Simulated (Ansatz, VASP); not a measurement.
**Two plane-wave programs on TiAl**

File INCAR:

```
ALGO     = Normal         # electronic algorithm
EDIFF    = 1E-6           # SCF threshold, eV
EDIFFG   = -0.01          # ionic threshold
ENCUT    = 600            # plane-wave cutoff, eV
GGA      = PS             # functional
IBRION   = 2              # ionic algorithm
ISIF     = 3              # what is computed and relaxed
ISMEAR   = -1             # smearing method
IVDW     = 13             # dispersion correction
LASPH    = True           # aspherical terms in the spheres
LCHARG   = False          # write CHGCAR
LREAL    = False          # projectors in reciprocal space
LWAVE    = False          # write WAVECAR
NELM     = 80             # most SCF steps
NSW      = 60             # ionic steps
PREC     = Accurate       # precision mode
SIGMA    = 0.05           # smearing width, eV
```

Contents of KPOINTS:

```
k-points
0
Gamma
  11 11 6
```

The input POSCAR:

```
TiAl
1.0
    2.8672622327      0.0000000000      0.0000000000
   -1.4336311163      2.4831219328      0.0000000000
    0.0000000000      0.0000000000      4.6780830000
Ti Al
1 1
Direct
    0.0000000000      0.0000000000      0.0000000000
    0.3333333333      0.6666666667      0.5000000000
```

input.yaml

```yaml
crystal:
  lattice:
    - [2.8672622327, 0.0, 0.0]
    - [-1.4336311163, 2.4831219328, 0.0]
    - [0.0, 0.0, 4.678083]
  atoms:
    - { symbol: Ti, position: [0.0, 0.0, 0.0] }
    - { symbol: Al, position: [0.3333333333, 0.6666666667, 0.5] }
hamiltonian:
  xc: pbesol
  pseudopotentials: { kind: paw }
  dispersion: d4
kpoints:
  mp_grid: { grid: [11, 11, 6] }
scf:
  occupations: { method: fermi_dirac, width: 0.05 }
output:
  forces: true
  stress: true
  eigenvalues: true
relax:
  f_tol: 0.01
  max_steps: 40
  cell: { stress_tol: 0.05 }
```

The cell comes from a database or a generator and needn't be the stable form of this composition.

Alike in both runs: task relaxation of cell and atoms; functional PBEsol; dispersion D4; k mesh 11 × 11 × 6; occupations fermi-dirac, width 0.05 eV; no spin polarisation.

```csv
,VASP,Ansatz
version,VASP 6.6.1,Ansatz 0.2.0
potentials or method,"VASP PAW PBE potentials, release 64 (Ti_sv, Al)",Ansatz PAW
plane-wave cutoff (eV),600,420
valence electrons in the cell,15,15
```

Ansatz gave:

- gap on the k mesh at the Fermi level, each at its own relaxed structure (eV): none
- relaxed volume (Å³/atom): 16.01
- relaxed cell length with the largest relative difference (Å): 4.596
- energy change over the relaxation (meV/atom): -10

Problem. What did VASP give for the same quantities?

Solution. gap on the k mesh at the Fermi level, each at its own relaxed structure (eV): none; relaxed volume (Å³/atom): 15.99; relaxed cell length with the largest relative difference (Å): 4.600; energy change over the relaxation (meV/atom): -10.

A gap of «none» marks a metal or a gap that the smearing closes.

Caveats: pairwise dispersion overbinds metals, which lowers pressure and volume; the PAW data sets were made with another functional, which shifts forces and pressure a little (VASP); the plane-wave basis is chosen anew once the cell has moved, so the energies of steps on either side of that aren't comparable (Ansatz); the PAW data sets come from PBE, with cores solved anew for the run's functional, which leaves a small shift of forces and pressure (Ansatz).
